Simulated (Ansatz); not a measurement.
# Eigenvalues along a path: As (simple hexagonal type)

```
CELL_PARAMETERS angstrom
2.65163 0.00000 0.00000
-1.32581 2.29638 0.00000
0.00000 0.00000 2.47052
ATOMIC_POSITIONS crystal
As 0.00000 0.00000 0.00000
```

The cell comes from a relaxation on PAW files under the same functional, begun from a prototype that needn't be the stable phase.

Level of theory: DFT with PBE, scalar-relativistic, in Ansatz 0.2.0; a Γ-centred 15×15×14 k mesh, Fermi–Dirac smearing of 0.05 eV, no spin polarisation. LAPW: all electrons, basis error target 1 meV/atom.

This run: volume at 0.75 of the series' base cell.

Path points, in fractions of the reciprocal vectors: Γ (0.000, 0.000, 0.000), M (0.500, 0.000, 0.000), K (0.333, 0.333, 0.000), A (0.000, 0.000, 0.500), L (0.500, 0.000, 0.500), H (0.333, 0.333, 0.500). Levels in eV from the Fermi level; bands 10 to 14, counted from the lowest band of the run. The gap is zero, the pressure 41.7 GPa.

```
# k(1/Å) point b10 b11 b12 b13 b14
0.000 Γ -17.88 5.22 6.74 6.74 8.98
0.342 - -17.45 3.25 5.54 5.63 9.60
0.684 - -16.15 -1.79 3.72 6.81 8.25
1.026 - -14.07 -6.33 2.46 7.10 8.49
1.368 M -12.18 -9.05 2.02 6.71 9.55
1.566 - -12.06 -8.90 0.33 8.64 9.64
1.763 - -11.72 -8.44 -2.34 9.90 12.04
1.960 - -11.23 -7.68 -4.82 10.22 15.45
2.158 K -10.91 -6.62 -6.62 10.40 16.82
2.553 - -12.88 -5.90 -3.67 9.36 14.44
2.948 - -15.58 -2.15 0.26 7.31 11.83
3.343 - -17.30 2.75 4.61 5.77 10.13
3.738 Γ -17.88 5.22 6.74 6.74 8.98
4.056 - -17.51 1.36 7.09 7.09 12.43
4.373 - -16.42 -3.36 8.07 8.07 14.62
4.691 - -14.71 -7.34 9.39 9.39 16.03
5.009 A -13.35 -9.46 10.14 10.14 16.86
5.351 - -12.92 -9.05 7.28 8.97 12.47
5.693 - -11.62 -7.86 2.36 7.15 7.53
6.035 - -9.46 -6.13 -2.25 3.45 5.87
6.377 L -7.10 -5.45 -4.98 1.52 5.43
6.575 - -6.98 -5.30 -4.89 1.66 4.00
6.772 - -6.60 -4.83 -4.62 1.45 2.07
6.970 - -6.02 -4.29 -4.07 -1.07 2.77
7.167 H -5.56 -4.10 -3.00 -3.00 3.75
7.562 - -8.19 -5.22 -1.66 -0.05 3.75
7.957 - -11.04 -7.35 2.18 3.86 7.01
8.352 - -12.78 -8.91 6.88 8.10 11.86
8.747 A -13.35 -9.46 10.14 10.14 16.86
```
